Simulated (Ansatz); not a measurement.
# Fe: the cost of one run

Computed with Ansatz 0.2.0 (DFT PBE, scalar-relativistic, unless a step's input says otherwise).

### 1 The structure to begin with

The structure is hexagonal, space group P6_3/mmc (No. 194). The conventional cell has a = 2.434 Å, b = 2.434 Å, c = 3.842 Å, α = 90.00°, β = 90.00°, γ = 120.00°. Fe (site symmetry -6m2) has 12 Fe at 2.38 to 2.43 Å as nearest neighbours.

As a file:

```cif
data_structure
_symmetry_space_group_name_H-M 'P6_3/mmc'
_symmetry_Int_Tables_number 194
_cell_length_a 2.4342
_cell_length_b 2.4342
_cell_length_c 3.8419
_cell_angle_alpha 90.000
_cell_angle_beta 90.000
_cell_angle_gamma 120.000
_cell_volume 19.71
loop_
_atom_site_label
_atom_site_type_symbol
_atom_site_symmetry_multiplicity
_atom_site_Wyckoff_symbol
_atom_site_fract_x
_atom_site_fract_y
_atom_site_fract_z
_atom_site_occupancy
Fe1 Fe 2 c 0.33333 0.66667 0.25000 1
```

The file gives the conventional cell by its symmetry; the runs use the cell typed in the input.

Structure from a Materials Project entry, not relaxed further.

Atoms are numbered in the order of the input: Fe1, Fe2.

### 2 Volume × 0.9405, LAPW

Contents of input.yaml:

```yaml
crystal:
  lattice:
    - [2.3848896599, 0.0, 0.0]
    - [-1.1924448299, 2.0653750307, 0.0]
    - [0.0, 0.0, 3.7641728074]
  atoms:
    - { symbol: Fe, position: [0.3333333333, 0.6666666667, 0.25] }
    - { symbol: Fe, position: [0.6666666667, 0.3333333333, 0.75] }
kpoints:
  mp_grid: { grid: [17, 17, 10] }
scf:
  occupations: { method: fermi_dirac, width: 0.08 }
hamiltonian:
  xc: pbe
  pseudopotentials: { kind: all_electron, lapw: { basis_error: 0.00025 } }
output:
  forces: true
  stress: true
  eigenvalues: true
```

On the command line:

```console
$ ansatz run input.yaml --threads 1 --pin off --max-ram 3072MiB --backend cpu --events-out ev --progress --plain --runs-dir out
```

Q: Estimate wall time and peak memory on 1 thread of Arm Neoverse V1, shared host.

About 59 s, with a peak of 0.69 GiB.
